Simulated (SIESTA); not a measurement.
## MoS2 under changes of volume

One of the cells (51.749 Å³/atom); the others are scaled copies at fixed shape and fractional positions:

```
CELL_PARAMETERS angstrom
3.20521 0.00000 0.00000
-1.60261 2.77580 0.00000
0.00000 0.00000 17.44940
ATOMIC_POSITIONS crystal
Mo 0.00000 0.00000 0.00000
S 0.33333 0.66667 0.91051
S 0.33333 0.66667 0.08949
```

* Program: SIESTA 5.4.2
* Functional: PBEsol
* Potentials or basis: PseudoDojo 0.4 standard (PBEsol files)
* Basis: DZP (energy shift 0.003 Ry; two zetas on semicore shells)
* Grid cutoff: 800 Ry
* Energy shift: 0.003 Ry
* k mesh: 10 × 10 × 2
* Occupations: fermi-dirac, width 0.05 eV
* Spin: no spin polarisation

```csv
volume (Å³/atom),energy over the lowest point (meV/atom),gap on the mesh (eV),largest force (eV/Å)
47.690,29.85,1.89,1.429
48.705,?,?,?
49.720,0.00,1.77,0.607
51.749,0.67,1.66,0.096
52.764,10.60,1.61,0.407
53.779,26.00,1.56,0.694
```

Question: What does the run at 48.705 Å³/atom give?

Answer: Energy over the lowest point 10.67 meV/atom; gap on the mesh 1.83 eV; largest force 1.002 eV/Å.

Worked out: A Birch-Murnaghan fit of order 3 (a polynomial in V^(-2/3)) to the other rows has its minimum at 50.67 Å³/atom with B0 = V·E''(V) = 54 GPa and B' = 4.4 at fixed shape and positions, which overstates the stiffness. It gives 10.68 meV/atom at 48.705 Å³/atom, against the run's 10.67. A straight line through the other rows of the gap, of slope -2.75 eV per unit of ln V, gives 1.83 eV, against the run's 1.83.

Energies are extrapolated to zero smearing.

Caveats: the basis of atomic orbitals isn't converged, which shifts pressures, moduli and gaps.

A mesh can miss the band edges. Spin-orbit coupling on Mo is left out.
